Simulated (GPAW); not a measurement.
Crystal: Pb.

```
Pb
1.0
     0.00000    2.47502    2.47502
     2.47502    0.00000    2.47502
     2.47502    2.47502    0.00000
Pb
1
Direct
  0.00000 0.00000 0.00000
```

Base run:

* Program: GPAW 26.7.0
* Functional: LDA
* Potentials or basis: PAW data sets generated in the run's folder for this functional
* Cutoff: 600 eV
* Basis: pw
* k mesh: 9 × 9 × 9
* Occupations: fermi-dirac, width 0.05 eV
* Spin: no spin polarisation

Its results: pressure -2.4 GPa.

Q: The run is repeated on the same cell with these changes: functional from LDA to PBEsol. What comes out?

A: Pressure -0.9 GPa.

PBEsol binds less tightly than LDA, so the same cell stands under more pressure.
